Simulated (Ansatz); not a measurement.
BaTe (Pm-3m), trigonal deformation path

These are results of DFT PBE, scalar-relativistic, plane waves, PAW (Ansatz 0.2.0), not measurements. The runs took a 420 eV cutoff, a Γ-centred 8×8×8 mesh and Gaussian smearing (0.05 eV). Spin–orbit coupling is left out, which matters for the heavy elements here. No spin polarisation. Energies are free energies at this smearing, counted from the undisturbed cell; pressure is positive in compression.

The starting cell (as given, not relaxed at this level; it stands at -0.4 GPa; this CsCl-type form isn't the usual structure):

```xyz
2
Lattice="4.2625 0.0000 0.0000 0.0000 4.2625 0.0000 0.0000 0.0000 4.2625" Properties=species:S:1:pos:R:3 pbc="T T T"
Ba    0.0000    0.0000    0.0000
Te    2.1312    2.1312    2.1312
```

At fixed volume and fractional coordinates, lengths along (0.577, 0.577, 0.577) are scaled against those across it; ρ is that ratio over its starting value. At ρ = 2.000 the cell becomes cubic (Fm-3m), and there the slope of the energy vanishes by symmetry.

```tsv
ρ	ΔE (meV/atom)	pressure (GPa)	gap on the mesh (eV)
0.500	5033.3	43.4	0.00
0.600	2132.6	23.1	0.00
0.710	602.3	9.5	0.57
0.850	64.1	1.2	1.02
0.930	8.0	?	?
1.000	0.0	-0.4	0.89
1.080	3.6	-0.2	0.93
1.200	8.7	0.7	1.09
1.410	-7.7	2.5	0.92
1.700	?	?	1.03
2.000	?	4.9	?
```

Where the gap reads zero the k-mesh, chosen for the insulator, is on the coarse side.

Give the withheld values.

pressure (GPa) at ρ = 0.930: -0.1; gap on the mesh (eV) at ρ = 0.930: 0.92; ΔE (meV/atom) at ρ = 1.700: -62.3; pressure (GPa) at ρ = 1.700: 4.3; ΔE (meV/atom) at ρ = 2.000: -91.2; gap on the mesh (eV) at ρ = 2.000: 1.37.